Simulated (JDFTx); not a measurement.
# Si (Fd-3m) in JDFTx: reference runs

Aim: a first look at Si with PBEsol, on the cell as given and on a disturbed one.

Program: JDFTx 1.7.0 (patched build). These are calculated values, not measurements. Logs are shortened: lines on timing, memory, paths and dates and some standing lists are left out, and cuts for length are marked. The log counts tension as positive stress, the text compression.

### Step 1. The structure

Symmetry: Fd-3m, No. 227, cubic system. The conventional cell has a = 5.444 Å, b = 5.444 Å, c = 5.444 Å, α = 90.00°, β = 90.00°, γ = 90.00°. Si (site symmetry -43m) is surrounded by 4 Si at 2.36 Å.

### Step 2. Single point, PBEsol

The input, Si.in:

```
lattice \
    0.0000000000     5.1435532945     5.1435532945 \
    5.1435532945     0.0000000000     5.1435532945 \
    5.1435532945     5.1435532945     0.0000000000
coords-type Lattice
ion Si     0.5000000000     0.5000000000     0.5000000000 1
ion Si     0.7500000000     0.7500000000     0.7500000000 1

ion-species pseudo/Si.upf
elec-cutoff 18 144
elec-ex-corr gga-PBEsol
kpoint-folding 8 8 8
elec-smearing Fermi 0.0018374661
elec-n-bands 9
electronic-SCF nIterations 100 energyDiffThreshold 1e-09
electronic-minimize nIterations 30 energyDiffThreshold 1e-7
converge-empty-states yes
forces-output-coords Cartesian

dump-name run.$VAR
dump End Ecomponents EigStats BandEigs Kpoints Forces Stress
```

Potentials or basis: PseudoDojo-SR-PBEsol-0.4.1-standard with smoothed tails.

Command:

```console
$ jdftx -c 1 -i Si.in -o Si.out
```

What it wrote:

```text
*************** JDFTx 1.7.0 (patched build) ***************

Input parsed successfully to the following command list (including defaults):
[... the input with its defaults ...]

---------- Setting up symmetries ----------

Found 48 point-group symmetries of the bravais lattice
Found 48 space-group symmetries with basis
Applied RMS atom displacement 0 bohrs to make symmetries exact.

---------- Initializing the Grid ----------
R =
[            0      5.14355      5.14355  ]
[      5.14355            0      5.14355  ]
[      5.14355      5.14355            0  ]
unit cell volume = 272.157
G =
[  -0.610783   0.610783   0.610783  ]
[   0.610783  -0.610783   0.610783  ]
[   0.610783   0.610783  -0.610783  ]
Minimum fftbox size, Smin = [  40  40  40  ]
Chosen fftbox size, S = [  40  40  40  ]

---------- Initializing tighter grid for wavefunction operations ----------
R =
[            0      5.14355      5.14355  ]
[      5.14355            0      5.14355  ]
[      5.14355      5.14355            0  ]
unit cell volume = 272.157
G =
[  -0.610783   0.610783   0.610783  ]
[   0.610783  -0.610783   0.610783  ]
[   0.610783   0.610783  -0.610783  ]
Minimum fftbox size, Smin = [  28  28  28  ]
Chosen fftbox size, S = [  28  28  28  ]

---------- Exchange Correlation functional ----------
Initalized PBEsol GGA exchange.
Initalized PBEsol GGA correlation.

---------- Setting up pseudopotentials ----------
Width of ionic core gaussian charges (only for fluid interactions / plotting) set to 0

Reading pseudopotential file 'pseudo/Si.upf':
  'Si' pseudopotential, 'PBESOL' functional
  Generated using ONCVPSP code by D. R. Hamann
  4 valence electrons, 2 orbitals, 6 projectors, 1001 radial grid points, with lMax = 2
    3S    l: 0   occupation:  2.0   eigenvalue: -0.395742
    3P    l: 1   occupation:  2.0   eigenvalue: -0.149099
  Core radius for overlap checks: 1.86 bohrs.

Initialized 1 species with 2 total atoms.

Folded 1 k-points by 8x8x8 to 512 k-points.

---------- Setting up k-points, bands, fillings ----------
Reduced to 29 k-points under symmetry.
Computing the number of bands and number of electrons
Calculating initial fillings.
nElectrons:   8.000000   nBands: 9   nStates: 29

----- Setting up reduced wavefunction bases (one per k-point) -----
average nbasis = 992.451 , ideal nbasis = 992.710

---------- Setting up ewald sum ----------
Optimum gaussian width for ewald sums = 2.336113 bohr.
Real space sum over 1331 unit cells with max indices [  5  5  5  ]
Reciprocal space sum over 2197 terms with max indices [  6  6  6  ]

---------- Allocating electronic variables ----------
Initializing wave functions:  linear combination of atomic orbitals
Note: number of bands (9) exceeds available atomic orbitals (8)
Si pseudo-atom occupations:   s ( 2 )  p ( 2 )
	FillingsUpdate:  mu: +0.255803453  nElectrons: 8.000000
LCAOMinimize: Iter:   0  F: -7.8701700009912487  |grad|_K:  8.114e-05  alpha:  1.000e+00
	FillingsUpdate:  mu: +0.255693335  nElectrons: 8.000000
LCAOMinimize: Iter:   1  F: -7.8701773271009960  |grad|_K:  1.722e-06  alpha:  9.472e-01  linmin:  3.304e-02  cgtest: -6.292e-02
	FillingsUpdate:  mu: +0.255694174  nElectrons: 8.000000
LCAOMinimize: Iter:   2  F: -7.8701773305255376  |grad|_K:  1.091e-07  alpha:  9.885e-01  linmin:  2.967e-04  cgtest:  8.333e-02
LCAOMinimize: Encountered beta<0, resetting CG.
	FillingsUpdate:  mu: +0.255694323  nElectrons: 8.000000
LCAOMinimize: Iter:   3  F: -7.8701773305387563  |grad|_K:  2.194e-09  alpha:  9.438e-01  linmin: -3.559e-02  cgtest:  6.626e-02
LCAOMinimize: Encountered beta<0, resetting CG.
LCAOMinimize: Converged (|Delta F|<1.000000e-06 for 2 iters).

-------- Electronic minimization -----------
Will mix electronic density at each iteration.
	FillingsUpdate:  mu: +0.255694323  nElectrons: 8.000000
	FillingsUpdate:  mu: +0.224242858  nElectrons: 8.000000
SCF: Cycle:  0   F: -7.929620553599270   dF: -5.944e-02   |Residual|: 6.278e-02   |deigs|: 1.347e-01
	FillingsUpdate:  mu: +0.227257405  nElectrons: 8.000000
SCF: Cycle:  1   F: -7.931288170184899   dF: -1.668e-03   |Residual|: 3.685e-02   |deigs|: 1.214e-02
	FillingsUpdate:  mu: +0.233276940  nElectrons: 8.000000
SCF: Cycle:  2   F: -7.931782568198214   dF: -4.944e-04   |Residual|: 6.656e-03   |deigs|: 6.026e-03
	FillingsUpdate:  mu: +0.232465523  nElectrons: 8.000000
SCF: Cycle:  3   F: -7.931788990733629   dF: -6.423e-06   |Residual|: 2.908e-03   |deigs|: 1.828e-03
	FillingsUpdate:  mu: +0.233116196  nElectrons: 8.000000
SCF: Cycle:  4   F: -7.931793370553961   dF: -4.380e-06   |Residual|: 2.779e-04   |deigs|: 6.733e-04
	FillingsUpdate:  mu: +0.233191486  nElectrons: 8.000000
SCF: Cycle:  5   F: -7.931793601563717   dF: -2.310e-07   |Residual|: 1.987e-04   |deigs|: 1.941e-04
	FillingsUpdate:  mu: +0.233164591  nElectrons: 8.000000
SCF: Cycle:  6   F: -7.931793701162128   dF: -9.960e-08   |Residual|: 2.365e-05   |deigs|: 2.708e-04
	FillingsUpdate:  mu: +0.233172388  nElectrons: 8.000000
SCF: Cycle:  7   F: -7.931793723739352   dF: -2.258e-08   |Residual|: 3.067e-05   |deigs|: 1.453e-04
	FillingsUpdate:  mu: +0.233167989  nElectrons: 8.000000
SCF: Cycle:  8   F: -7.931793733854720   dF: -1.012e-08   |Residual|: 3.095e-06   |deigs|: 2.182e-04
	FillingsUpdate:  mu: +0.233167446  nElectrons: 8.000000
SCF: Cycle:  9   F: -7.931793736905778   dF: -3.051e-09   |Residual|: 1.460e-06   |deigs|: 1.196e-04
	FillingsUpdate:  mu: +0.233167938  nElectrons: 8.000000
SCF: Cycle: 10   F: -7.931793738225741   dF: -1.320e-09   |Residual|: 1.936e-06   |deigs|: 1.665e-04
	FillingsUpdate:  mu: +0.233167687  nElectrons: 8.000000
SCF: Cycle: 11   F: -7.931793738538138   dF: -3.124e-10   |Residual|: 3.915e-07   |deigs|: 1.030e-04
	FillingsUpdate:  mu: +0.233167623  nElectrons: 8.000000
SCF: Cycle: 12   F: -7.931793738723006   dF: -1.849e-10   |Residual|: 2.094e-07   |deigs|: 3.300e-04
SCF: Converged (|Delta E|<1.000000e-09 for 2 iters).

Setting wave functions to eigenvectors of Hamiltonian
Converging empty states (this may take a while):
EmptyStates: None of the convergence criteria satisfied.
|deigs|: 2.114e-03

# Stress tensor in Cartesian coordinates [Eh/a0^3]:
[  2.18228e-05            0            0  ]
[            0  2.18228e-05            0  ]
[            0            0  2.18228e-05  ]

# Ionic positions in lattice coordinates:
ion Si   0.500000000000000   0.500000000000000   0.500000000000000 1
ion Si   0.750000000000000   0.750000000000000   0.750000000000000 1

# Forces in Cartesian coordinates:
force Si  -0.000000000000000  -0.000000000000000  -0.000000000000000 1
force Si   0.000000000000000   0.000000000000000  -0.000000000000000 1

# Energy components:
   Eewald =       -8.3783295099159947
       EH =        0.5409194022093027
     Eloc =       -1.8456348650469838
      Enl =        1.2385254983516192
      Exc =       -3.0703706250043976
 Exc_core =        0.5310497793520969
       KE =        3.0520489926493712
-------------------------------------
     Etot =       -7.9317913274049854
       TS =        0.0000024113180209
-------------------------------------
        F =       -7.9317937387230062

IonicMinimize: Iter:   0  F: -7.931793738723006  |grad|_K:       -nan
IonicMinimize: None of the convergence criteria satisfied after 0 iterations.

#--- Lowdin population analysis ---
# oxidation-state Si +0.034 +0.034

Dumping 'run.eigStats' ...
	eMin: -0.214447 at state 0 ( [ +0.000000 +0.000000 +0.000000 ] spin 0 )
	HOMO: +0.224419 at state 0 ( [ +0.000000 +0.000000 +0.000000 ] spin 0 )
	mu  : +0.233168
	LUMO: +0.243456 at state 17 ( [ +0.000000 +0.375000 +0.375000 ] spin 0 )
	eMax: +0.625756 at state 20 ( [ +0.000000 +0.500000 +0.500000 ] spin 0 )
	HOMO-LUMO gap: +0.019037
	Optical gap  : +0.092250 at state 0 ( [ +0.000000 +0.000000 +0.000000 ] spin 0 )
WARNING: the last solve of the electrons (or of bands or displaced states from it) ended unconverged.
Done!
```

Run time: 8.6 s. Hardware: 1 thread of Intel Xeon 6975P-C (Granite Rapids), shared host; peak memory 0.06 GiB.

What came out:

- Free energy: -215.8351 eV
- Pressure: -0.6 GPa
- Band gap on the k mesh: 0.52 eV, indirect (least direct gap 2.51 eV)

Caveat: the empty levels aren't tightly converged. A k mesh can miss the band edges.

### Step 3. Single point, PBEsol (atoms moved at random, drawn with an rms of 0.05 Å)

Si.in: that of step 2 with these lines changed.

```diff
@@ -5,4 +5,4 @@
 coords-type Lattice
-ion Si     0.5000000000     0.5000000000     0.5000000000 1
-ion Si     0.7500000000     0.7500000000     0.7500000000 1
+ion Si     0.5093070000     0.4893590000     0.5031720000 1
+ion Si     0.7438730000     0.7519100000     0.7438630000 1
 
@@ -20,2 +20,2 @@
 dump-name run.$VAR
-dump End Ecomponents EigStats BandEigs Kpoints Forces Stress
+dump End Ecomponents EigStats BandEigs Kpoints Forces Stress ElecDensity Dtot KEdensity
```

Potentials or basis: PseudoDojo-SR-PBEsol-0.4.1-standard with smoothed tails.

Command:

```console
$ jdftx -c 1 -i Si.in -o Si.out
```

Run time: 66 s. Hardware: 1 thread of Intel Xeon 6975P-C (Granite Rapids), shared host; peak memory 0.22 GiB.

Results (log left out):

| Quantity | Value |
| --- | --- |
| Free energy | -215.8045 eV |
| Pressure | -0.5 GPa |
| Largest force | 0.886 eV/Å |
| Band gap on the k mesh | 0.12 eV, indirect (least direct gap 1.98 eV) |

Forces in eV/Å, atoms in the order of the input:
```
Si   0.097 -0.877 -0.082
Si  -0.097  0.877  0.082
```

Stress tensor (GPa, compression positive):
```
-0.40  0.25  2.59
 0.25 -0.68 -0.30
 2.59 -0.30 -0.40
```

Levels at points of the mesh, in eV from the valence-band top:
| k point | band 1 | band 2 | band 3 | band 4 | band 5 | band 6 |
| --- | --- | --- | --- | --- | --- | --- |
| (0.00, 0.00, 0.00) | -12.28 | -0.65 | -0.33 | 0.00 | 1.98 | 2.17 |
| (0.00, 0.00, 0.50) | -10.01 | -7.20 | -1.75 | -1.36 | 1.06 | 2.68 |
| (0.00, 0.50, 0.00) | -9.87 | -7.48 | -1.66 | -1.33 | 1.14 | 2.80 |
| (0.00, 0.50, 0.50) | -8.18 | -8.13 | -3.20 | -3.16 | 0.25 | 0.29 |
| (0.50, 0.00, 0.00) | -10.04 | -7.12 | -1.73 | -1.42 | 1.04 | 2.70 |
| (0.50, 0.00, 0.50) | -8.35 | -7.93 | -3.31 | -3.08 | 0.12 | 0.43 |
| (0.50, 0.50, 0.00) | -8.17 | -8.13 | -3.20 | -3.17 | 0.25 | 0.28 |
| (0.50, 0.50, 0.50) | -9.88 | -7.48 | -1.66 | -1.32 | 1.14 | 2.80 |

Caveat: the empty levels aren't tightly converged. A k mesh can miss the band edges.
